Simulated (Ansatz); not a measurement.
NiO2:

```
Ni O
1.0
     2.91215    0.00000    0.00000
    -1.45608    2.52200    0.00000
     0.00000    0.00000   10.55527
Ni O
2 4
Direct
  0.00000 0.00000 0.50000
  0.00000 0.00000 0.00000
  0.33333 0.66667 0.58908
  0.33333 0.66667 0.91092
  0.66667 0.33333 0.41092
  0.66667 0.33333 0.08908
```

The cell comes from a database or a generator and needn't be the stable form of this composition.

Program: Ansatz 0.2.0. Alike in all runs: task single point; level PBE; potentials or basis Ansatz PAW; cell as given; cutoff (eV) 420; smearing fermi-dirac 0.05 eV. Hardware: 2 threads of Arm Neoverse V2, with other jobs on the host.

Question: Order these runs on this cell by their wall time, lowest first.
A. spin off; k mesh 10 × 10 × 3
B. spin non-collinear, random start; k mesh 8 × 8 × 2
C. spin collinear, random start; k mesh 10 × 10 × 3

Answer: A (2.6 s), C (10 s), B (30 s).

Caveats: the starting moments weren't kept (some runs).
